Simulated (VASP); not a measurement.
# VASP inputs for CdSe (strained zincblende)

INCAR

```
ISMEAR = 0
EDIFF = 1E-7
IBRION = -1
ALGO = Normal
NBANDS = 16
LELF = .TRUE.
LASPH = .TRUE.
NELM = 120
LCHARG = .TRUE.
PREC = Accurate
NSW = 0
LWAVE = .FALSE.
LREAL = .FALSE.
METAGGA = R2SCAN
SIGMA = 0.01
ENCUT = 520
ISIF = 2
```

KPOINTS

```
KPOINTS created by Atomic Simulation Environment
0
Gamma
8 8 8
0 0 0
```

KPOINTS_OPT

```
special points
6
Reciprocal
0.0000000000 0.0000000000 0.0000000000 1
-0.5000000000 -0.5000000000 0.0000000000 1
-0.3750000000 -0.3750000000 0.2500000000 1
-0.3750000000 0.0000000000 0.3750000000 1
0.0000000000 0.0000000000 0.5000000000 1
-0.5000000000 -0.2500000000 0.2500000000 1
```

POSCAR

```
Cd Se
 1.0000000000000000
     0.0000000000000000    2.9757475364000001    2.9757475364000001
     2.9757475364000001    0.0000000000000000    2.9757475364000001
     2.9757475364000001    2.9757475364000001    0.0000000000000000
 Cd  Se
   1   1
Cartesian
  0.0000000000000000  0.0000000000000000  0.0000000000000000
  1.4878737682000001  1.4878737682000001  1.4878737682000001
```

VASP ran with the recommended PBE PAW datasets (18 valence electrons in the cell).

Predict the results.

gap between bands v and c 1.23 eV; least direct gap 1.23 eV; pressure 6.1 GPa.

Band v is the last that the valence electrons fill when counted band by band, and c is the next. Levels in eV from the top of v:

```tsv
point	v−1	v	c	c+1
Γ	0.00	0.00	1.23	6.46
X	-2.13	-2.13	3.33	4.20
K	-2.88	-1.74	4.06	5.74
L	-0.86	-0.86	2.95	6.93
W	-2.54	-2.54	5.51	5.82
```
